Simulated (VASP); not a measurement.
Input of a VASP 6.6.1 run:

Contents of INCAR:

```
SYSTEM = AlN
PREC = Accurate ; ENCUT = 600
EDIFF = 1E-7 ; ISMEAR = 0
SIGMA = 0.03 ; LREAL = .FALSE.
LASPH = .TRUE. ; NELM = 80
ALGO = Normal ; ISIF = 3
LWAVE = .FALSE. ; LCHARG = .FALSE.
GGA = PS ; IBRION = 2
NSW = 90 ; EDIFFG = -0.005
KPAR = 8
```

KPOINTS

```
regular mesh
0
G
  10 10 10
  0 0 0
```

File POSCAR:

```
AlN                                     
1.0
   -0.0000000000      2.1882972140      2.1882972140
    2.1882972140      0.0000000000      2.1882972140
    2.1882972140      2.1882972140      0.0000000000
  Al              N             
     1     1
Direct
     0.0000000000000000    0.0000000000000000    0.0000000000000000
     0.7500000000000000    0.7500000000000000    0.7500000000000000
```

Potentials or basis: VASP PAW PBE potentials, release 64 (Al, N).

Command:

```console
$ cat potpaw_PBE.64/Al/POTCAR potpaw_PBE.64/N/POTCAR > POTCAR
$ mpirun -np 8 vasp_std > vasp.out
```

Task: Estimate the band gap on the k mesh.

Result: 3.18 eV, indirect (least direct gap 4.08 eV).

Final structure:
```
Al N
1.0
     0.00000    2.18830    2.18830
     2.18830    0.00000    2.18830
     2.18830    2.18830    0.00000
Al N
1 1
Direct
  0.00000 0.00000 0.00000
  0.75000 0.75000 0.75000
```

Caveat: the relaxation stopped at its first step, so nothing moved. As with any semilocal functional, this PBEsol gap is likely too small.
